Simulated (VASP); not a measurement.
A run of VASP 6.6.1 is set up as follows.

Contents of INCAR:

```
SYSTEM = TePb
ALGO = Normal ; EDIFF = 1E-7
EDIFFG = -0.002 ; ENCUT = 600
GGA = PE ; IBRION = 2
ISIF = 3 ; ISMEAR = 0
LASPH = .True. ; LCHARG = .False.
LREAL = .False. ; LWAVE = .False.
NELM = 100 ; NSW = 80
PREC = Accurate ; SIGMA = 0.01
```

The input KPOINTS:

```
k-points
0
Gamma
  12 12 12
  0 0 0
```

The input POSCAR:

```
TePb
1.0
    0.0000000000      3.2200000000      3.2200000000
    3.2200000000      0.0000000000      3.2200000000
    3.2200000000      3.2200000000      0.0000000000
Pb Te
1 1
Direct
    0.0000000000      0.0000000000      0.0000000000
    0.5000000000      0.5000000000      0.5000000000
```

Potentials or basis: VASP PAW PBE potentials, release 64 (Pb_d, Te).

Run with:

```bash
$ cat potpaw_PBE.64/Pb_d/POTCAR potpaw_PBE.64/Te/POTCAR > POTCAR
$ mpirun -np 1 vasp_std > vasp.out
```

**Question.** Predict the relaxed cell.

**Answer.** a = 4.644 Å, b = 4.644 Å, c = 4.644 Å, α = 60.00°, β = 60.00°, γ = 60.00°.

**Question.** What does it give for the relaxed volume?

**Answer.** 35.41 Å³/atom.

**Question.** What does it give for the band gap on the k mesh?

**Answer.** 0.83 eV, direct.

**Question.** What does it give for the space group after relaxing (to 0.05 Å)?

**Answer.** Fm-3m (No. 225).

The path:
```tsv
step	energy change (eV)	largest force (eV/Å)	pressure (GPa)	volume (Å³)
1	0.0000	0.0000	2.62	66.77
2	-0.0283	0.0000	-0.70	72.18
3	-0.0313	0.0000	0.01	70.82
4	-0.0313	0.0000	-0.04	70.90
5	-0.0313	0.0000	0.01	70.82
```

Caveat: spin-orbit coupling is left out, which as a rule narrows the gap of such compounds by several tenths of an eV. A k mesh can miss the band edges.
